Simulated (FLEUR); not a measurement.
# TiAl (P-6m2) in FLEUR: notebook

The runs below take TiAl through density of states, with LDA, PBEsol, r2SCAN, SCAN.

All numbers are computed with FLEUR MaX-R8.1 (later development tree); they aren't measurements. Logs are shortened: lines on timing, memory, paths and dates and some standing lists are left out, and cuts for length are marked.

**1. Starting point**

Symmetry: P-6m2, No. 187, hexagonal system. Conventional cell: a = 2.867 Å, b = 2.867 Å, c = 4.678 Å, α = 90.00°, β = 90.00°, γ = 120.00°. Ti (site symmetry -6m2) has 6 Al at 2.87 Å and 6 Ti at 2.87 Å as nearest neighbours. Al (site symmetry -6m2) is surrounded by 6 Ti at 2.87 Å and 6 Al at 2.87 Å.

The cell comes from a database or a generator and needn't be the stable form of this composition.

**2. Density of states, LDA**

inp.xml

```xml
<?xml version="1.0" encoding="UTF-8" standalone="no"?>
<fleurInput fleurInputVersion="0.39">
   <comment>
      TiAl                                                                                                
   </comment>
   <calculationSetup>
      <cutoffs Kmax="4.21" Gmax="13.0" GmaxXC="13.0" numbands="0"/>
      <scfLoop itmax="60" minDistance="0.00001" maxIterBroyd="15" imix="Anderson" alpha="0.05" precondParam="0.0" spinf="2.0" sdNocoIR="T"/>
      <coreElectrons ctail="T" frcor="F" kcrel="0" coretail_lmax="0"/>
      <xcFunctional name="vwn" relativisticCorrections="F"/>
      <magnetism jspins="1"/>
      <soc l_soc="F" theta="0.0" phi="0.0" spav="F"/>
      <expertModes spex="0" secvar="F"/>
      <geometryOptimization l_f="F" forcealpha="1.0" forcemix="BFGS" epsdisp="0.00001" epsforce="0.00001"/>
      <ldaU l_linMix="F" mixParam="0.05" spinf="1.0"/>
   </calculationSetup>
   <cell>
      <bzIntegration valenceElectrons="23.0" mode="hist" fermiSmearingEnergy="0.00183747">
         <kPointListSelection listName="default-1"/>
         <!-- k-points included here -->
         <xi:include xmlns:xi="http://www.w3.org/2001/XInclude" href="kpts.xml"> </xi:include>
      </bzIntegration>
      <!-- symmetry operations included here -->
      <xi:include xmlns:xi="http://www.w3.org/2001/XInclude" href="sym.xml"> </xi:include>
      <bulkLattice scale="1.0">
         <bravaisMatrix>
[... 31 lines left out ...]
         </electronConfig>
         <energyParameters s="3" p="3" d="3" f="4"/>
         <lo type="SCLO" l="0" n="2" eDeriv="0"/>
         <lo type="SCLO" l="1" n="2" eDeriv="0"/>
         <lo type="SCLO" l="2" n="3" eDeriv="2"/>
         <lo type="SCLO" l="3" n="4" eDeriv="2"/>
      </species>
   </atomSpecies>
   <atomGroups>
      <atomGroup species="Titanium (Ti)">
         <relPos label="                   1">.0000000000 .0000000000 .0000000000</relPos>
         <force calculate="T" relaxXYZ="TTT"/>
      </atomGroup>
      <atomGroup species="Aluminum (Al)">
         <relPos label="                   2">1.000/3.000 -1.000/3.000 1.000/2.000</relPos>
         <force calculate="T" relaxXYZ="TTT"/>
      </atomGroup>
   </atomGroups>
   <output dos="F" band="F" slice="F">
      <checks vchk="F" cdinf="F"/>
      <bandDOS minEnergy="-.5*Htr" maxEnergy="0.5*Htr" sigma="0.015" storeEVData="T"/>
      <vacuumDOS vacdos="F" integ="F" star="F" nstars="0" locx1="0.0" locy1="0.0" locx2="0.0" locy2="0.0" nstm="0" tworkf="0.0"/>
      <unfoldingBand unfoldBand="F" supercellX="1" supercellY="1" supercellZ="1"/>
      <plotting iplot="0" polar="F">
         <plot TwoD="T" vec1="  1.0  0.0  0.0" vec2="  0.0  1.0  0.0" vec3="  0.0  0.0  1.0" zero="  0.0  0.0  0.0" file="plot"/>
      </plotting>
      <chargeDensitySlicing numkpt="0" minEigenval="0.0" maxEigenval="0.0" nnne="0" pallst="F"/>
      <specialOutput eonly="F"/>
      <moessbauerParams electricFieldGradient="T" isomerShift="T" coreHyperfine="T" valenceHyperfine="T"/>
      <magneticCircularDichroism mcd="F" energyLo="-10.0" energyUp="0.0"/>
   </output>
  <!-- We include the file relax.xml here to enable relaxations (see documentation) -->
  <xi:include xmlns:xi="http://www.w3.org/2001/XInclude" href="relax.xml"> <xi:fallback/> </xi:include>
</fleurInput>
```

crystal.txt

```
TiAl
&input cartesian=F /
2.8672622327  0.0000000000  0.0000000000
-1.4336311163  2.4831219328  0.0000000000
0.0000000000  0.0000000000  4.6780830000
1.8897261246
1.0 1.0 1.0

2
22 0.0000000000  0.0000000000  0.0000000000
13 0.3333333333  0.6666666667  0.5000000000

&kpt div1=11 div2=11 div3=6 gamma=T /
```

inp.xml (dos)

```
<?xml version="1.0" encoding="UTF-8" standalone="no"?>
<fleurInput fleurInputVersion="0.39">
   <comment>
      TiAl                                                                                                
   </comment>
   <calculationSetup>
      <cutoffs Kmax="4.21" Gmax="13.0" GmaxXC="13.0" numbands="0"/>
      <scfLoop itmax="60" minDistance="0.00001" maxIterBroyd="15" imix="Anderson" alpha="0.05" precondParam="0.0" spinf="2.0" sdNocoIR="T"/>
      <coreElectrons ctail="T" frcor="F" kcrel="0" coretail_lmax="0"/>
      <xcFunctional name="vwn" relativisticCorrections="F"/>
      <magnetism jspins="1"/>
      <soc l_soc="F" theta="0.0" phi="0.0" spav="F"/>
      <expertModes spex="0" secvar="F"/>
      <geometryOptimization l_f="F" forcealpha="1.0" forcemix="BFGS" epsdisp="0.00001" epsforce="0.00001"/>
      <ldaU l_linMix="F" mixParam="0.05" spinf="1.0"/>
   </calculationSetup>
   <cell>
      <bzIntegration valenceElectrons="23.0" mode="hist" fermiSmearingEnergy="0.00183747">
         <kPointListSelection listName="default-1"/>
         <!-- k-points included here -->
         <xi:include xmlns:xi="http://www.w3.org/2001/XInclude" href="kpts.xml"> </xi:include>
      </bzIntegration>
      <!-- symmetry operations included here -->
      <xi:include xmlns:xi="http://www.w3.org/2001/XInclude" href="sym.xml"> </xi:include>
      <bulkLattice scale="1.0">
[... 31 lines left out ...]
            <stateOccupation state="(3p3/2)" spinUp="0.333333" spinDown="0.333333"/>
         </electronConfig>
         <energyParameters s="3" p="3" d="3" f="4"/>
         <lo type="SCLO" l="0" n="2" eDeriv="0"/>
         <lo type="SCLO" l="1" n="2" eDeriv="0"/>
         <lo type="SCLO" l="2" n="3" eDeriv="2"/>
         <lo type="SCLO" l="3" n="4" eDeriv="2"/>
      </species>
   </atomSpecies>
   <atomGroups>
      <atomGroup species="Titanium (Ti)">
         <relPos label="                   1">.0000000000 .0000000000 .0000000000</relPos>
         <force calculate="T" relaxXYZ="TTT"/>
      </atomGroup>
      <atomGroup species="Aluminum (Al)">
         <relPos label="                   2">1.000/3.000 -1.000/3.000 1.000/2.000</relPos>
         <force calculate="T" relaxXYZ="TTT"/>
      </atomGroup>
   </atomGroups>
   <output dos="T" band="F" slice="F">
      <checks vchk="F" cdinf="F"/>
      <bandDOS minEnergy="-0.8*Htr" maxEnergy="0.5*Htr" sigma="0.005" storeEVData="T"/>
      <vacuumDOS vacdos="F" integ="F" star="F" nstars="0" locx1="0.0" locy1="0.0" locx2="0.0" locy2="0.0" nstm="0" tworkf="0.0"/>
      <unfoldingBand unfoldBand="F" supercellX="1" supercellY="1" supercellZ="1"/>
      <plotting iplot="0" polar="F">
         <plot TwoD="T" vec1="  1.0  0.0  0.0" vec2="  0.0  1.0  0.0" vec3="  0.0  0.0  1.0" zero="  0.0  0.0  0.0" file="plot"/>
      </plotting>
      <chargeDensitySlicing numkpt="0" minEigenval="0.0" maxEigenval="0.0" nnne="0" pallst="F"/>
      <specialOutput eonly="F"/>
      <moessbauerParams electricFieldGradient="T" isomerShift="T" coreHyperfine="T" valenceHyperfine="T"/>
      <magneticCircularDichroism mcd="F" energyLo="-10.0" energyUp="0.0"/>
   </output>
  <!-- We include the file relax.xml here to enable relaxations (see documentation) -->
  <xi:include xmlns:xi="http://www.w3.org/2001/XInclude" href="relax.xml"> <xi:fallback/> </xi:include>
</fleurInput>
```

Potentials or basis: all-electron, FLAPW.

Command:

```console
> inpgen -f crystal.txt -profile fastHighL
> # inp.xml edited to the form shown
> fleur_MPI
> fleur_MPI   # second run, on inp.xml (dos)
```

The program printed:

```text
Welcome to FLEUR        (www.flapw.de)
      MaX-Release 8.1          (www.max-centre.eu)

 ========== k-point set info ==========
 Selected k-point list: default-1
 k-point list type: mesh
 11 x 11 x 6
 Number of k points: 64

 ------------Calculation Setup---------------------------
 Number of MPI-tasks      :            1
 Number of PE/node        :            1
 Number of OMP-threads    :            1
 Most efficient MPI parallelization for:
           1           2           4           8          16          32          64
 Additional eigenvalue parallelization possible
 Number of basis functions:          370
 Approximate size of matrices (H+S) per k-point:         0.004 GB
 --------------------------------------------------------
 Iteration:     1   Distance:       6.02550069 me/bohr^3
 Iteration:     2   Distance:       5.57525108 me/bohr^3
 Iteration:     3   Distance:       3.02945810 me/bohr^3
 Iteration:     4   Distance:       2.12582654 me/bohr^3
 Iteration:     5   Distance:       1.75664806 me/bohr^3
 Iteration:     6   Distance:       0.23219171 me/bohr^3
 Iteration:     7   Distance:       0.19787290 me/bohr^3
 Iteration:     8   Distance:       0.04520683 me/bohr^3
 Iteration:     9   Distance:       0.08098363 me/bohr^3
 Iteration:    10   Distance:       0.00970675 me/bohr^3
 Iteration:    11   Distance:       0.00528005 me/bohr^3
 Iteration:    12   Distance:       0.00175807 me/bohr^3
 Iteration:    13   Distance:       0.00025585 me/bohr^3
 Iteration:    14   Distance:       0.00032342 me/bohr^3
 Iteration:    15   Distance:       0.00000793 me/bohr^3

 ********************************************************************
 Run finished successfully
 Stop message:
   all done
 ********************************************************************
```

output (dos):

```text
Welcome to FLEUR        (www.flapw.de)
      MaX-Release 8.1          (www.max-centre.eu)

 ========== k-point set info ==========
 Selected k-point list: default-1
 k-point list type: mesh
 11 x 11 x 6
 Number of k points: 64

 ------------Calculation Setup---------------------------
 Number of MPI-tasks      :            1
 Number of PE/node        :            1
 Number of OMP-threads    :            1
 Most efficient MPI parallelization for:
           1           2           4           8          16          32          64
 Additional eigenvalue parallelization possible
 Number of basis functions:          370
 Approximate size of matrices (H+S) per k-point:         0.004 GB
 --------------------------------------------------------
Local.1               Total                INT                  Sym                  MT:1s                MT:1p                MT:1d                MT:1f                MT:2s                MT:2p                MT:2d                MT:2f
 done:Local.1

 Note: DOS data (together with different weights) is also stored in the banddos.hdf file.
       A convenient way of extracting and plotting the data from that file is by making use of the

 ********************************************************************
 Run finished successfully
 Stop message:
   Charge density postprocessing done.
 ********************************************************************
```

out.xml (last iteration):

```text
<iteration numberForCurrentRun="   15" overallNumber="   15">
         <energyParameters units="Htr">
            <atomicEP atomType="1" spin="1" branch="4s" branchLowest="-1.74" branchHighest="1.96" value="0.1989883916"/>
            <atomicEP atomType="1" spin="1" branch="4p" branchLowest="-0.86" branchHighest="2.43" value="0.3122407105"/>
            <atomicEP atomType="1" spin="1" branch="3d" branchLowest="-9.99" branchHighest="0.53" value="0.3111442781"/>
            <atomicEP atomType="1" spin="1" branch="4f" branchLowest="-9.99" branchHighest="2.90" value="0.5976752196"/>
            <loAtomicEP atomType="1" spin="1" branch="3s" branchLowest="-19.15" branchHighest="-1.74" value="-1.7638309808"/>
            <loAtomicEP atomType="1" spin="1" branch="3p" branchLowest="-15.79" branchHighest="-0.86" value="-0.9035975527"/>
            <loAtomicEP atomType="1" spin="1" branch="3p" branchLowest="-15.79" branchHighest="-0.86" value="-0.9035975527"/>
            <loAtomicEP atomType="1" spin="1" branch="3d" branchLowest="-9.99" branchHighest="0.53" value="0.3107476498"/>
            <loAtomicEP atomType="1" spin="1" branch="4f" branchLowest="-9.99" branchHighest="2.90" value="0.5976778734"/>
            <atomicEP atomType="2" spin="1" branch="3s" branchLowest="-3.45" branchHighest="1.19" value="0.0951155836"/>
            <atomicEP atomType="2" spin="1" branch="3p" branchLowest="-2.05" branchHighest="1.61" value="0.2531433791"/>
            <atomicEP atomType="2" spin="1" branch="3d" branchLowest="-9.99" branchHighest="1.93" value="0.4323206282"/>
            <atomicEP atomType="2" spin="1" branch="4f" branchLowest="-9.99" branchHighest="3.72" value="0.6003890854"/>
            <loAtomicEP atomType="2" spin="1" branch="2s" branchLowest="-54.77" branchHighest="-3.45" value="-3.4478610862"/>
            <loAtomicEP atomType="2" spin="1" branch="2p" branchLowest="-9.99" branchHighest="-2.05" value="-2.0587816620"/>
            <loAtomicEP atomType="2" spin="1" branch="3d" branchLowest="-9.99" branchHighest="1.93" value="0.4323202013"/>
            <loAtomicEP atomType="2" spin="1" branch="4f" branchLowest="-9.99" branchHighest="3.72" value="0.6003921370"/>
         </energyParameters>
         <eigenvalues>
            <eigenvaluesAt spin="1" ikpt="1" k_x="0.00000000" k_y="0.00000000" k_z="0.00000000">
                      -3.4479111322       -2.0592045786       -2.0592045786       -2.0572701198       -1.7665842803
                      -0.9079582552       -0.8924288330       -0.8924288330       -0.0379267593        0.2042777262
                       0.2237133101        0.3339625879        0.3339625879        0.3882135176        0.3882135177
                       0.4309110538        0.7600455431        0.7600455432
            </eigenvaluesAt>
            <eigenvaluesAt spin="1" ikpt="2" k_x="0.00000000" k_y="0.00000000" k_z="0.16666667">
                      -3.4479111803       -2.0592046491       -2.0592046491       -2.0572709450       -1.7665820152
                      -0.9080043558       -0.8924286310       -0.8924286310       -0.0316946436        0.1643217630
                       0.2503422339        0.3340795734        0.3340795734        0.3875213258        0.3875213258
                       0.4523960536        0.7672207255        0.7672207255
[... 26 lines left out ...]
            <state n="1" l="0" j="0.5" energy="-177.9037409624" weight="1.0000000000"/>
            <state n="2" l="0" j="0.5" energy="-19.1542152493" weight="1.0000000000"/>
            <state n="2" l="1" j="0.5" energy="-15.9326596634" weight="1.0000000000"/>
            <state n="2" l="1" j="1.5" energy="-15.7211226078" weight="2.0000000000"/>
         </coreStates>
         <coreStates atomType="     2" atomicNumber=" 13" spin="1" kinEnergy="    158.1858621124" eigValSum="   -109.5401602506" lostElectrons=" 0.000000">
            <state n="1" l="0" j="0.5" energy="-54.7700801253" weight="1.0000000000"/>
         </coreStates>
         <allElectronCharges>
            <spinDependentCharge spin="1" total="35.0000000" interstitial="2.9125028" mtSpheres="32.0874972"/>
            <totalCharge value="34.9999999998"/>
         </allElectronCharges>
         <moessbauerParams unitsHFF="kG" unitsIS="e/bohr^3" unitsEFG="Htr/bohr^2">
            <coreIsomerShift atomType="1" isTotal="8368.23696">
               <shell n="1" l="0" isomerShift="7688.99507"/>
               <shell n="2" l="0" isomerShift="676.72088"/>
               <shell n="2" l="1" isomerShift="2.52102"/>
            </coreIsomerShift>
            <coreIsomerShift atomType="2" isTotal="1388.82968">
               <shell n="1" l="0" isomerShift="1388.82968"/>
            </coreIsomerShift>
            <isomerShift atomType="1" nucleusRadius="0.0000858" averageDensity="8466.30235"/>
            <isomerShift atomType="2" nucleusRadius="0.0000708" averageDensity="1487.34268"/>
            <electricFieldGradient atomType="1" VXX="-0.13549" VYY="-0.13549" VZZ="0.27098" asymParam="0.00000">
            </electricFieldGradient>
            <electricFieldGradient atomType="2" VXX="0.16544" VYY="0.16544" VZZ="-0.33087" asymParam="0.00000">
            </electricFieldGradient>
         </moessbauerParams>
         <totalEnergy                                    value="    -1093.9572624909" units="Htr">
            <sumOfEigenvalues                            value="     -625.2234195801">
               <coreElectrons value="-598.4058824317"/>
               <valenceElectrons value="-26.8175371484"/>
            </sumOfEigenvalues>
            <densityCoulombPotentialIntegral value="-1650.2071488285"/>
            <densityEffectivePotentialIntegral value="-1726.9745604679"/>
            <chargeDenXCDenIntegral value="-58.0552810573"/>
            <FockExchangeEnergyValence value="0.0000000000"/>
            <FockExchangeEnergyCore value="0.0000000000"/>
            <atomTypeDependentContributions atomType="1">
               <electronNucleiInteractionDifferentMTs value="1010.4817789517"/>
               <MadelungTerm value="-9.2474441516"/>
            </atomTypeDependentContributions>
            <atomTypeDependentContributions atomType="2">
               <electronNucleiInteractionDifferentMTs value="287.0975840405"/>
               <MadelungTerm value="-5.7227407632"/>
            </atomTypeDependentContributions>
            <tkbTimesEntropy value="0.0008643267"/>
            <freeEnergy value="-1093.9581268176"/>
            <extrapolationTo0K value="-1093.9576946542"/>
         </totalEnergy>
         <densityConvergence units="me/bohr^3">
            <chargeDensity spin="1" distance="0.0000079313"/>
         </densityConvergence>
      </iteration>
```

It took 65 s on 1 thread of Arm Neoverse V2, shared host; peak memory 0.06 GiB.

Results:

| Quantity | Value |
| --- | --- |
| Free energy | -29768.1171 eV |
| Band gap on the k mesh | none (metal or under the smearing width) |
| Valence electrons inside the program's atomic spheres | Ti 10.56; Al 9.52 (radii Ti 2.48, Al 2.33 bohr) |

States per cell in windows of 1 eV (zero at the Fermi level; states under -8 eV left out):
```csv
from (eV),total,MT:1d,INT,MT:2p,MT:2s,MT:1p,MT:1s
-8.0,0.30,0.00,0.15,0.01,0.11,0.01,0.02
-7.0,0.37,0.01,0.18,0.03,0.12,0.01,0.02
-6.0,0.30,0.01,0.15,0.03,0.08,0.01,0.01
-5.0,0.44,0.03,0.22,0.06,0.09,0.01,0.03
-4.0,0.69,0.07,0.33,0.10,0.09,0.02,0.06
-3.0,0.82,0.15,0.38,0.11,0.06,0.04,0.07
-2.0,1.38,0.49,0.54,0.17,0.04,0.06,0.05
-1.0,2.61,1.30,0.84,0.21,0.04,0.13,0.03
0.0,1.40,0.88,0.35,0.06,0.01,0.05,0.01
1.0,1.84,1.39,0.31,0.05,0.01,0.02,0.01
2.0,2.50,1.90,0.36,0.09,0.04,0.03,0.02
3.0,1.48,0.94,0.26,0.09,0.09,0.04,0.01
4.0,1.30,0.60,0.32,0.14,0.08,0.05,0.04
```

Core levels (eV from the Fermi level):
| atom | levels |
| --- | --- |
| 1 Ti | 1s1/2 -4848.8, 2s1/2 -529.0, 2p1/2 -441.4, 2p3/2 -435.6 |
| 2 Al | 1s1/2 -1498.2 |

(Part 1 of 3 ends here.)
